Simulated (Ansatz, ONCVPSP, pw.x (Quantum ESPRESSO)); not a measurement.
# Ta (Z = 73): does the ONCV potential hold in the solid?

| Quantity | Value |
| --- | --- |
| Element | tantalum |
| Generator | ONCVPSP 4.0.1 |
| Type | optimised norm-conserving Vanderbilt (ONCV) |
| Functional | PBEsol |
| Relativity | scalar-relativistic |
| Frozen core | [Kr] 4d10 4f14 |
| Valence charge | 13 |
| Reference configuration | 5s2 5p6 5d3 6s2 |
| Partial waves | 5s+6s: rc 1.55 bohr, ncon 3, nbas 6, qcut 7.3 1/bohr, 2 projectors; 5p: rc 2.05 bohr, ncon 4, nbas 9, qcut 5.4 1/bohr, 2 projectors, debl 2 Ha; 5d: rc 2.70 bohr, ncon 4, nbas 9, qcut 6 1/bohr, 2 projectors, debl 3.8 Ha |
| Local potential | polynomial inside 1.25 bohr (lpopt 5, dvloc0 0 Ha) |
| Core correction | none |

Atomic tests: cutoffs needed: 20 Ha and 24 Ha (the cutoffs (Ha) at which the residual kinetic energy of the hardest occupied pseudo-wave falls to 1 and 0.1 mHa per electron); ghost test: no bound ghost flagged; GHOST(+) flagged for s at 168.7 eV; largest excitation error: -8.4 meV (all-electron minus pseudo) for 5s2 5p6 5d2 6s0, out of 4 test configurations.

Crystal test: bcc Ta in pw.x 7.5, no spin, 14³ k-points, Fermi–Dirac smearing 0.01 Ry, cutoffs 55/220 Ry. The reference is all-electron LAPW (Ansatz 0.2.0) with the same functional, mesh and smearing; V0 and B0 come from Birch–Murnaghan fits to the pressures at five volumes. Errors are pseudo minus all-electron; Δ is the rms difference of the E(V) curves that follow from these fits, minima aligned, over ±6 % about the mean V0. Mesh and smearing are coarse, so the numbers serve the comparison and aren't converged zero-temperature values; the lattice is a test structure that the element need not adopt.

| V (Å³/atom) | P all-electron (GPa) | P pseudo (GPa) |
| --- | --- | --- |
| 16.673 | 13.61 | 10.97 |
| 17.112 | 7.22 | 4.91 |
| 17.551 | 1.56 | -0.49 |
| 17.990 | -3.46 | -5.28 |
| 18.429 | -7.90 | -9.52 |

All-electron: a0 = 3.282 Å (V0 = 17.68 Å³/atom), B0 = 206.9 GPa.

Pseudopotential: mean pressure error (GPa): -2.09; a0 (Å): 3.272; a0 error (%): -0.33; B0 error (%): -1.0; Δ (meV/atom): 7.9.

Problem. At the middle volume, how do free energy and pressure move when the wave cutoff is lowered (ecutrho kept at four times it)?

Solution.

```tsv
cutoff (Ry)	shift of F (meV/atom)	shift of P (GPa)
25	+2261.4	-60.79
33	+460.6	-20.42
44	+22.4	-2.00
```

Input at the middle volume:

```
&control
  calculation='scf', prefix='x', pseudo_dir='./', outdir='./tmp', tstress=.true., disk_io='none'
/
&system
  ibrav=0, nat=1, ntyp=1, ecutwfc=55, ecutrho=220, nbnd=14,
  occupations='smearing', smearing='fd', degauss=0.01
/
&electrons
  conv_thr=1e-09, mixing_beta=0.4, electron_maxstep=70
/
ATOMIC_SPECIES
Ta 1.0 Ta.UPF
CELL_PARAMETERS angstrom
  -1.63712042 1.63712042 1.63712042
  1.63712042 -1.63712042 1.63712042
  1.63712042 1.63712042 -1.63712042
ATOMIC_POSITIONS crystal
Ta 0.0000 0.0000 0.0000
K_POINTS automatic
14 14 14 0 0 0
```

```bash
pw.x < Ta.scf.in > Ta.scf.out
```

Lines of the output:

```
Message from routine setup:
     using ibrav=0 with symmetry is DISCOURAGED, use correct ibrav instead
     lattice parameter (alat)  =       5.3585  a.u.
     unit-cell volume          =     118.4400 (a.u.)^3
     number of electrons       =        13.00
     number of Kohn-Sham states=           14
     kinetic-energy cutoff     =      55.0000  Ry
     charge density cutoff     =     220.0000  Ry
     scf convergence threshold =      1.0E-09
     Exchange-correlation= PBESOL
     number of k points=   104  Fermi-Dirac smearing, width (Ry)=  0.0100
     iteration #  1     ecut=    55.00 Ry     beta= 0.40
     total energy              =    -117.12091840 Ry
     estimated scf accuracy    <       0.02240379 Ry
     iteration #  2     ecut=    55.00 Ry     beta= 0.40
     total energy              =    -117.12069893 Ry
     estimated scf accuracy    <       0.00372987 Ry
     iteration #  3     ecut=    55.00 Ry     beta= 0.40
     total energy              =    -117.12121557 Ry
     estimated scf accuracy    <       0.00016500 Ry
     iteration #  4     ecut=    55.00 Ry     beta= 0.40
     total energy              =    -117.12122311 Ry
     estimated scf accuracy    <       0.00000270 Ry
     iteration #  5     ecut=    55.00 Ry     beta= 0.40
     total energy              =    -117.12122357 Ry
     estimated scf accuracy    <       0.00000022 Ry
     iteration #  6     ecut=    55.00 Ry     beta= 0.40
     total energy              =    -117.12122360 Ry
     estimated scf accuracy    <          9.3E-09 Ry
     iteration #  7     ecut=    55.00 Ry     beta= 0.40
     the Fermi energy is    18.7968 ev
!    total energy              =    -117.12122360 Ry
     estimated scf accuracy    <          2.5E-10 Ry
     smearing contrib. (-TS)   =      -0.00542682 Ry
     The total energy is F=E-TS. E is the sum of the following terms:
     one-electron contribution =     -18.65257159 Ry
     hartree contribution      =      14.47020023 Ry
     xc contribution           =     -13.53325426 Ry
     ewald contribution        =     -99.40017115 Ry
     convergence has been achieved in   7 iterations
          total   stress  (Ry/bohr**3)                   (kbar)     P=       -4.87
     Message from routine punch:
     Nothing written, as per user request (disk_io='none')
```

The run at the middle volume (104 k-points, 7 iterations) took about 13 s on one core of a shared host (Intel(R) Xeon(R) Platinum 8259CL CPU @ 2.50GHz, 96 threads, 755 GiB, load 73).
